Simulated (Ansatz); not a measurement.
Relaxed (001) slab cut from C (space group P-3m1 (No. 164)); the slab's formula is C, its outer planes C (top) and C (bottom):

```
C
1.0
     2.46651    0.00000    0.00000
    -1.23325    2.13606    0.00000
     0.00000    0.00000   58.66555
C
8
Direct
  0.00000 0.00000 0.12784
  0.66667 0.33333 0.12785
  0.00000 0.00000 0.46251
  0.33333 0.66667 0.46251
  0.00000 0.00000 0.53749
  0.66667 0.33333 0.53749
  0.00000 0.00000 0.87216
  0.33333 0.66667 0.87215
```

All numbers below come from DFT PBE, scalar-relativistic, plane waves, PAW (Ansatz). Plane waves to 420 eV, a k mesh through Γ of 15×15×1 on the computed 8-atom cell and Gaussian smearing (0.10 eV); no spin polarisation. A dipole correction removes the field between periodic images along c.

The potential is the smooth part; its values at the atoms depend on the PAW datasets.

(1) How does the plane-averaged electrostatic potential energy of an electron run along c, counted from the Fermi level?

## Answers

(1)
| z (Å) | V (eV) |
| --- | --- |
| 2.64 | 4.25 |
| 3.23 | 4.25 |
| 3.52 | 4.25 |
| 4.11 | 4.25 |
| 4.69 | 4.24 |
| 4.99 | 4.23 |
| 5.57 | 4.15 |
| 6.16 | 3.52 |
| 6.45 | 2.23 |
| 7.04 | -11.71 |
| 7.63 | -26.57 |
| 7.92 | -13.77 |
| 8.51 | 1.93 |
| 9.09 | 3.95 |
| 9.39 | 4.14 |
| 9.97 | 4.23 |
| 10.56 | 4.24 |
| 10.85 | 4.25 |
| 11.44 | 4.25 |
| 12.03 | 4.25 |
| 12.32 | 4.25 |
| 12.91 | 4.25 |
| 13.49 | 4.25 |
| 13.79 | 4.25 |
| 14.37 | 4.25 |
| 14.96 | 4.25 |
| 15.25 | 4.25 |
| 15.84 | 4.25 |
| 16.43 | 4.25 |
| 16.72 | 4.25 |
| 17.31 | 4.25 |
| 17.89 | 4.25 |
| 18.19 | 4.25 |
| 18.77 | 4.25 |
| 19.36 | 4.25 |
| 19.65 | 4.25 |
| 20.24 | 4.25 |
| 20.83 | 4.25 |
| 21.12 | 4.25 |
| 21.71 | 4.25 |
| 22.29 | 4.25 |
| 22.59 | 4.25 |
| 23.17 | 4.25 |
| 23.76 | 4.25 |
| 24.05 | 4.25 |
| 24.64 | 4.23 |
| 25.23 | 4.15 |
| 25.52 | 3.97 |
| 26.11 | 2.09 |
| 26.69 | -12.70 |
| 26.99 | -25.99 |
| 27.57 | -12.76 |
| 28.16 | 2.08 |
| 28.45 | 3.47 |
| 29.04 | 4.14 |
| 29.63 | 4.14 |
| 30.21 | 3.47 |
| 30.51 | 2.08 |
| 31.09 | -12.76 |
| 31.68 | -25.99 |
| 31.97 | -12.70 |
| 32.56 | 2.09 |
| 33.15 | 3.97 |
| 33.44 | 4.15 |
| 34.03 | 4.23 |
| 34.61 | 4.25 |
| 34.91 | 4.25 |
| 35.49 | 4.25 |
| 36.08 | 4.25 |
| 36.37 | 4.25 |
| 36.96 | 4.25 |
| 37.55 | 4.25 |
| 37.84 | 4.25 |
| 38.43 | 4.25 |
| 39.01 | 4.25 |
| 39.31 | 4.25 |
| 39.89 | 4.25 |
| 40.48 | 4.25 |
| 40.77 | 4.25 |
| 41.36 | 4.25 |
| 41.95 | 4.25 |
| 42.24 | 4.25 |
| 42.83 | 4.25 |
| 43.41 | 4.25 |
| 43.71 | 4.25 |
| 44.29 | 4.25 |
| 44.88 | 4.25 |
| 45.17 | 4.25 |
| 45.76 | 4.25 |
| 46.35 | 4.25 |
| 46.64 | 4.25 |
| 47.23 | 4.25 |
| 47.81 | 4.25 |
| 48.11 | 4.24 |
| 48.69 | 4.23 |
| 49.28 | 4.14 |
| 49.57 | 3.95 |
| 50.16 | 1.93 |
| 50.75 | -13.77 |
| 51.04 | -26.57 |
| 51.63 | -11.71 |
| 52.21 | 2.23 |
| 52.51 | 3.52 |
| 53.09 | 4.15 |
| 53.68 | 4.23 |
| 53.97 | 4.24 |
| 54.56 | 4.25 |
| 55.15 | 4.25 |
| 55.44 | 4.25 |
| 56.03 | 4.25 |

The vacuum level lies 4.25 eV above the Fermi level.

The reference crystal is a form of C, which isn't its usual structure.

Cost: 1 run of about 0.43 core-minutes, on Intel Xeon 6975P-C (Granite Rapids) (shared hosts).